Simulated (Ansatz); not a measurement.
# BaTiO$_{3}$ (P4mm), an elastic constant from a strain scan

Method: DFT r2SCAN, scalar-relativistic, plane waves, PAW (Ansatz). The runs took a 500 eV cutoff, a Γ-centred 8×8×8 mesh and Gaussian smearing (0.05 eV). No spin polarisation. Energies are free energies at this smearing, counted from the undisturbed cell; pressure is positive in compression.

Reference structure (relaxed at this level; it needn't be the usual structure):

```
Ba Ti O
1.0
     3.97232    0.00000    0.00000
     0.00000    3.97232    0.00000
     0.00000    0.00000    4.11238
Ba Ti O
1 1 3
Direct
  0.00000 0.00000 0.99261
  0.50000 0.50000 0.47453
  0.50000 0.50000 0.03157
  0.50000 0.00000 0.51464
  0.00000 0.50000 0.51464
```

The cell is strained by ε times the Voigt pattern (1, 0, 0, 0, 0, 0) (xx, yy, zz, yz, xz, xy; engineering shear) with fractional coordinates fixed. The cell holds 5 atoms in V0 = 64.89 Å³. The stress column is τ = (1/V0) dE/dε, got from the stress tensor σ (compression positive) at each point as −det(1 + εP) σ : P(1 + εP)⁻¹, with P the pattern as a tensor.

```csv
ε,ΔE (meV/atom),τ (GPa)
-0.0200,5.297,-6.766
-0.0150,2.930,-4.946
-0.0100,1.279,-3.214
0.0000,0.000,0.002
0.0050,0.306,1.493
0.0150,2.655,4.257
0.0200,?,?
```

Which combination of elastic constants does this scan measure, and how large is it?

For small ε, τ = τ0 + Kε with K = pᵀCp, which for this pattern is C11 in the Cartesian frame shown. The parabola through τ at ε = -0.0100, 0 and 0.0050 has slope K = 306 GPa at zero. The energies per cell, E = NΔE, of the same two points give K = 2[E(ε₊)/ε₊ − E(ε₋)/ε₋]/[(ε₊ − ε₋)V0] = 311 GPa, in agreement. These are clamped-ion values.

Predict the withheld row at ε = 0.0200 from the harmonic law, and compare.

ΔE = V0(τ0 ε + Kε²/2)/N = 4.961 meV/atom and τ = 6.12 GPa. The calculation gives 4.640 meV/atom and 5.54 GPa: the energy lies 6 % below the harmonic value, as bonds soften when stretched.

Forces appear on the atoms along this scan, and letting them relax would lower the energy and soften the response.